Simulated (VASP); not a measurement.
# Na in VASP: single point with r2SCAN+rVV10

Aim: the single point of Na with r2SCAN+rVV10.

All numbers are computed with VASP 6.6.1; they aren't measurements. Logs are shortened: lines on timing, memory, paths and dates and some standing lists are left out, and cuts for length are marked.

### Step 1. The crystal as given

The cell holds a molecule_in_box, 1 atom: a = 14.000 Å, b = 14.500 Å, c = 15.000 Å, α = 90.00°, β = 90.00°, γ = 90.00°.

### Step 2. Single point, r2SCAN+rVV10, collinear spin, ferromagnetic start

Contents of INCAR:

```
PREC = Accurate
ENCUT = 450
EDIFF = 1E-6
ISMEAR = 0
SIGMA = 0.005
LREAL = False
LASPH = True
NELM = 200
ALGO = Normal
ISIF = 2
LWAVE = False
LCHARG = False
ISPIN = 2
MAGMOM = 1
LORBIT = 11
METAGGA = R2SCAN
LMIXTAU = True
LUSE_VDW = True
IVDW_NL = 2
BPARAM = 11.95
CPARAM = 0.0093
NBANDS = 14
AMIX = 0.2
BMIX = 1E-4
AMIX_MAG = 0.8
BMIX_MAG = 1E-4
ISYM = 0
```

Contents of KPOINTS:

```
Automatic mesh
0
Gamma
  1 1 1
```

Contents of POSCAR:

```
Na
1.0
   14.0000000000      0.0000000000      0.0000000000
    0.0000000000     14.5000000000      0.0000000000
    0.0000000000      0.0000000000     15.0000000000
Na
1
Direct
    0.5000000000      0.5000000000      0.5000000000
```

Potentials or basis: VASP PAW PBE potentials, release 64 (Na_pv).

On the command line:

```sh
$ cat potpaw_PBE.64/Na_pv/POTCAR > POTCAR
$ mpirun -np 2 vasp_gam > vasp.out
```

OUTCAR:

```text
PREC = Accurate
   ENCUT = 450
   EDIFF = 1E-6
   ISMEAR = 0
   LREAL = False
   LASPH = True
   NELM = 200
   ISIF = 2
   ISPIN = 2
   LORBIT = 11
   METAGGA = R2SCAN
   IVDW_NL = 2
   BPARAM = 11.95
   AMIX = 0.2
   AMIX_MAG = 0.8
   ISYM = 0

 ion  position               nearest neighbor table
   1  0.500  0.500  0.500-

IMPORTANT INFORMATION: All symmetrisations will be switched off!
NOSYMM: (Re-)initialisation of all symmetry stuff for point group C_1.

----------------------------------------------------------------------------------------

                                     Primitive cell

  volume of cell :    3045.0000

  direct lattice vectors                    reciprocal lattice vectors
    14.000000000  0.000000000  0.000000000     0.071428571  0.000000000  0.000000000
     0.000000000 14.500000000  0.000000000     0.000000000  0.068965517  0.000000000
     0.000000000  0.000000000 15.000000000     0.000000000  0.000000000  0.066666667

  length of vectors
    14.000000000 14.500000000 15.000000000     0.071428571  0.068965517  0.066666667

  position of ions in fractional coordinates (direct lattice)
     0.500000000  0.500000000  0.500000000

  ion indices of the primitive-cell ions
   primitive index   ion index
                 1           1

----------------------------------------------------------------------------------------

 KPOINTS: Automatic mesh

Automatic generation of k-mesh.
 Grid dimensions read from file:
 generate k-points for:    1    1    1

 Generating k-lattice:

  Cartesian coordinates                     Fractional coordinates (reciprocal lattice)
     0.071428571  0.000000000  0.000000000     1.000000000  0.000000000  0.000000000
     0.000000000  0.068965517  0.000000000     0.000000000  1.000000000  0.000000000
     0.000000000  0.000000000  0.066666667     0.000000000  0.000000000  1.000000000

  Length of vectors
     0.071428571  0.068965517  0.066666667

  Shift w.r.t. Gamma in fractional coordinates (k-lattice)
     0.000000000  0.000000000  0.000000000

 Subroutine IBZKPT returns following result:
 ===========================================

 Found      1 irreducible k-points:

 Following reciprocal coordinates:
            Coordinates               Weight
  0.000000  0.000000  0.000000      1.000000
   k-points           NKPTS =      1   k-points in BZ     NKDIM =      1   number of bands    NBANDS=     14
   number of dos      NEDOS =    301   number of ions     NIONS =      1
   total plane-waves  NPLWV = ******
   dimension x,y,z NGX =    98 NGY =  100 NGZ =  108
   dimension x,y,z NGXF=   196 NGYF=  200 NGZF=  216
   ions per type =               1
   NGX,Y,Z   is equivalent  to a cutoff of  11.64, 11.47, 11.97 a.u.
   NGXF,Y,Z  is equivalent  to a cutoff of  23.27, 22.93, 23.94 a.u.
 SYSTEM =  unknown system
   PREC   = accura    normal or accurate (medium, high low for compatibility)
   ISTART =      0    job   : 0-new  1-cont  2-samecut
   ICHARG =      2    charge: 1-file 2-atom 10-const
   ISPIN  =      2    spin polarized calculation?
   LNONCOLLINEAR =      F non collinear calculations
   LSORBIT =      F    spin-orbit coupling
   LASPH  =      T    aspherical Exc in radial PAW
   ENCUT  =  450.0 eV  33.07 Ry    5.75 a.u.  24.22 25.08 25.95*2*pi/ulx,y,z
   NELM   =    200;   NELMIN=  2; NELMDL= -5     # of ELM steps
   EDIFF  = 0.1E-05   stopping-criterion for ELM
   LREAL  =      F    real-space projection
   EDIFFG = 0.1E-04   stopping-criterion for IOM
   NSW    =      0    number of steps for IOM
   IBRION =     -1    ionic relax: 0-MD 1-quasi-New 2-CG
   NFREE  =      0    steps in history (QN), initial steepest desc. (CG)
   ISIF   =      2    stress and relaxation
   ISYM   =      0    0-nonsym 1-usesym 2-fastsym
   POTIM  = 0.5000    time-step for ionic-motion
   TEBEG  =    0.0;   TEEND  =   0.0 temperature during run
   PSTRESS=    0.0 pullay stress
   NELECT =       7.0000    total number of electrons
   NUPDOWN=      -1.0000    fix difference up-down
   EMIN   =  10.00;   EMAX   =-10.00  energy-range for DOS
   EFERMI =   0.00;   METHOD = LEGACY
   ISMEAR =     0;   SIGMA  =   0.01  broadening in eV -4-tet -1-fermi 0-gaus
   EFERMI_NEDOS =   21; number of points for ismear=-14 and -15
   IALGO  =     38    algorithm
   IMIX   =      4    mixing-type and parameters
     AMIX     =   0.20;   BMIX     =  0.00
     AMIX_MAG =   0.80;   BMIX_MAG =  0.00
  volume/ion in A,a.u.               =    3045.00     20548.67
  Fermi-wavevector in a.u.,A,eV,Ry     =   0.216062  0.408298  0.635158  0.046683
  Thomas-Fermi vector in A             =   0.991158
   LORBIT       =     11    0 simple, 1 ext, 2 COOP (PROOUT), +10 PAW based schemes
   METAGGA = R2SCAN    functional components
   LHFCALC =     F    Hartree Fock is set to
   AEXX    =    0.0000 exact exchange contribution
   IVDW_NL    =     2    kernel type
   BPARAM     =11.9500
   IVDW    =     0    specifies the selected vdW correction
   LEPSILON=     F    determine dielectric tensor
   LRPA    =     F    only Hartree local field effects (RPA)
 spin polarized calculation
 Gauss-broadening in eV      SIGMA  =   0.01
  energy-cutoff  :      450.00
  volume of cell :     3045.00
 maximum number of plane-waves:     33027
 NGX is ok and might be reduce to    98
   NGX = 49   NGY = 51   NGZ = 51

 number of electron       6.9999995 magnetization       1.0000000

 Free energy of the ion-electron system (eV)
  ---------------------------------------------------
  ext. energy  EPLUGINS =         0.00000000
  ---------------------------------------------------
  free energy    TOTEN  =        -2.14357754 eV

  energy without entropy =       -2.14357754  energy(sigma->0) =       -2.14357754

 E-fermi :  -2.9465     XC(G=0):  -0.3677

 val. band max:       -3.0146960617   @ k =   0.0000   0.0000   0.0000
 cond. band min:      -1.6740771390   @ k =   0.0000   0.0000   0.0000
 fundamental gap:      1.3406189227
 Fermi energy:        -2.9464914734

 spin component 1

 k-point     1 :       0.0000    0.0000    0.0000
  band No.  band energies     occupation
      1     -29.5268      1.00000
      2     -29.5262      1.00000
      3     -29.5251      1.00000
      4      -3.0147      1.00000
      5      -0.7430      0.00000
      6      -0.7395      0.00000
      7      -0.7364      0.00000
      8       0.0794      0.00000
      9       0.6240      0.00000
     10       0.6571      0.00000
     11       0.8880      0.00000
     12       0.9067      0.00000
     13       0.9326      0.00000
     14       0.9814      0.00000
 Fermi energy:        -2.9464914734

 spin component 2

 k-point     1 :       0.0000    0.0000    0.0000
  band No.  band energies     occupation
      1     -29.4632      1.00000
      2     -29.4628      1.00000
      3     -29.4627      1.00000
      4      -1.6741      0.00000
      5      -0.4465      0.00000
      6      -0.4419      0.00000
      7      -0.4261      0.00000
      8      -0.2245      0.00000
      9       0.2199      0.00000
     10       0.2285      0.00000
     11       0.3273      0.00000
     12       0.3452      0.00000
     13       0.3591      0.00000
     14       0.6204      0.00000

------------------------ aborting loop because EDIFF is reached ----------------------------------------

  FORCE on cell =-STRESS in cart. coord.  units (eV):
  Direction    XX          YY          ZZ          XY          YZ          ZX
  --------------------------------------------------------------------------------------
  -------------------------------------------------------------------------------------
  Total       -0.0382735     -0.0441600     -0.0203198     -0.0000007     -0.0000021     -0.0000003
  in kB       -0.0201382     -0.0232355     -0.0106916     -0.0000003     -0.0000011     -0.0000001
  external PRESSURE =      -0.0180218 kB  Pullay stress =       0.0000000 kB

 VOLUME and BASIS-vectors are now :
 -----------------------------------------------------------------------------
  energy-cutoff  :      450.00
  volume of cell :     3045.00
      direct lattice vectors                 reciprocal lattice vectors
    14.000000000  0.000000000  0.000000000     0.071428571  0.000000000  0.000000000
     0.000000000 14.500000000  0.000000000     0.000000000  0.068965517  0.000000000
     0.000000000  0.000000000 15.000000000     0.000000000  0.000000000  0.066666667

 POSITION                                       TOTAL-FORCE (eV/Angst)
 -----------------------------------------------------------------------------------
      7.00000      7.25000      7.50000         0.000011      0.000006     -0.000003
 -----------------------------------------------------------------------------------
    total drift:                                0.000011      0.000006     -0.000003

  FREE ENERGIE OF THE ION-ELECTRON SYSTEM (eV)
  ---------------------------------------------------
  free  energy   TOTEN  =        -2.1435775376 eV

  energy  without entropy=       -2.1435775376  energy(sigma->0) =       -2.14357754

 total charge

# of ion       s       p       d       tot
------------------------------------------
    1        0.111   5.946   0.000   6.056

 magnetization (x)

# of ion       s       p       d       tot
------------------------------------------
    1        0.111  -0.001   0.000   0.109
```

Run time: 23 min. Hardware: 2 MPI ranks of Intel Xeon Platinum 8259CL at 2.50GHz (Skylake/Cascade Lake), shared host; peak memory 3.5 GiB.

Results:

```
Free energy                                           : -2.1436 eV
Gap between the frontier levels                       : 1.34 eV
Net moment                                            : 1.00 μB per cell
Site moments                                          : Na +0.11 μB
Valence electrons inside the program's atomic spheres : Na 6.06
```

Levels at points of the mesh, in eV from the valence-band top:
Spin up:
```
           k point  band 1  band 2  band 3  band 4  band 5  band 6  band 7  band 8
(0.00, 0.00, 0.00)  -26.51  -26.51  -26.51    0.00    2.27    2.28    2.28    3.09
```
Spin down:
```
           k point  band 1  band 2  band 3  band 4  band 5  band 6  band 7
(0.00, 0.00, 0.00)  -26.45  -26.45  -26.45    1.34    2.57    2.57    2.59
```

Caveat: the PAW data sets were made with another functional, which shifts forces and pressure a little.
